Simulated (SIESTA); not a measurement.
TaS2:

```
Ta S
1.0
     3.35000    0.00000    0.00000
    -1.67500    2.90119    0.00000
     0.00000    0.00000    5.86000
Ta S
1 2
Direct
  0.00000 0.00000 0.00000
  0.66667 0.33333 0.75000
  0.33333 0.66667 0.25000
```

Base run:

- Program: SIESTA 5.4.2
- Functional: vdW-DF-cx
- Potentials or basis: PseudoDojo 0.4 standard (PBE files)
- Basis: DZP (energy shift 0.003 Ry; two zetas on semicore shells)
- Grid cutoff: 800 Ry
- Energy shift: 0.003 Ry
- k mesh: 9 × 9 × 5
- Occupations: fermi-dirac, width 0.05 eV
- Spin: no spin polarisation

Its results: band gap on the k mesh none (metal or under the smearing width); pressure 7.0 GPa; largest force 1.453 eV/Å.

**Question.** The run is repeated on the same cell with these changes: functional from vdW-DF-cx to PBE; k mesh from 9 × 9 × 5 to 7 × 7 × 4. What comes out?

**Answer.** Band gap on the k mesh none (metal or under the smearing width); pressure 10.2 GPa; largest force 1.433 eV/Å.

Several settings changed at once, so the effect can't be laid on one alone.

Caveats: short orbitals over semicore shells can move pressures by several GPa; the basis of atomic orbitals isn't converged, which shifts pressures, moduli and gaps; the potentials were made for another functional, which shifts forces and pressure (some runs); spin-orbit coupling is left out, which moves the levels of the heavy elements (some runs); the basis holds too few empty states to meet the f-sum rule, so the spectrum is short of weight at high energy (some runs).
